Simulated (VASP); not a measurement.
From an Ansatz input to VASP: MoS₂ (1T (CdI2) bulk)

Ansatz input

```yaml
crystal:
  lattice:
    - [3.2202374464, 0.0, 0.0]
    - [-1.6101187232, 2.7888074348, 0.0]
    - [0.0, 0.0, 5.9450267968]
  atoms:
    - { symbol: Mo, position: [0.0, 0.0, 0.0] }
    - { symbol: S, position: [0.3333333333, 0.6666666667, 0.2600310822] }
    - { symbol: S, position: [0.6666666667, 0.3333333333, 0.7399689178] }
kpoints:
  mp_grid: { grid: [12, 12, 4] }
  band_path:
    path:
      - [0.0, 0.0, 0.0]
      - [0.5, 0.0, 0.0]
      - [0.3333333333, 0.3333333333, 0.0]
      - [0.0, 0.0, 0.5]
      - [0.5, 0.0, 0.5]
      - [0.3333333333, 0.3333333333, 0.5]
      - [0.3333333333, 0.3333333333, 0.2]
    npoints: 1
hamiltonian:
  xc: pbesol
scf:
  occupations: { method: fermi_dirac, width: 0.02 }
  n_extra_bands: 4
output:
  forces: true
  stress: true
  eigenvalues: true
```

**Question.** Write VASP inputs for this cell and level of theory.

**Answer.** 

INCAR

```
NELM = 120
EDIFF = 1E-7
ENCUT = 520
GGA = PS
LWAVE = .FALSE.
ISMEAR = -1
LREAL = .FALSE.
LCHARG = .FALSE.
LASPH = .TRUE.
PREC = Accurate
NSW = 0
IBRION = -1
ISIF = 2
SIGMA = 0.02
NBANDS = 20
```

KPOINTS

```
KPOINTS created by Atomic Simulation Environment
0
Gamma
12 12 4
0 0 0
```

KPOINTS_OPT

```
special points
7
Reciprocal
0.0000000000 0.0000000000 0.0000000000 1
0.5000000000 0.0000000000 0.0000000000 1
0.3333333333 0.3333333333 0.0000000000 1
0.0000000000 0.0000000000 0.5000000000 1
0.5000000000 0.0000000000 0.5000000000 1
0.3333333333 0.3333333333 0.5000000000 1
0.3333333333 0.3333333333 0.2000000000 1
```

POSCAR

```
Mo S
 1.0000000000000000
     3.2202374464190364   -0.0000000000000000    0.0000000000000000
    -1.6101187232095182    2.7888074348168157   -0.0000000000000000
     0.0000000000000000   -0.0000000000000000    5.9450267968125630
 Mo  S
   1   2
Cartesian
 -0.0000000000000000  0.0000000000000000 -0.0000000000000000
 -0.0000000000000000  1.8592049565445441  1.5458917519004469
  1.6101187232095178  0.9296024782722720  4.3991350449121187
```

VASP ran with the recommended PBE PAW datasets (26 valence electrons in the cell). Other inputs would serve too.

```tsv
	Ansatz	VASP
gap between bands v and c	-1.06 eV (bands overlap: a metal)	-1.07 eV (bands overlap: a metal)
least direct gap	0.00 eV	0.00 eV
pressure	-2.8 GPa	-2.8 GPa
largest force	0.02 eV/Å	0.01 eV/Å
```

Each program uses its own PAW datasets. VASP's cell holds 26 valence electrons and Ansatz's 26. Ansatz's stress includes a Pulay correction; VASP's doesn't.
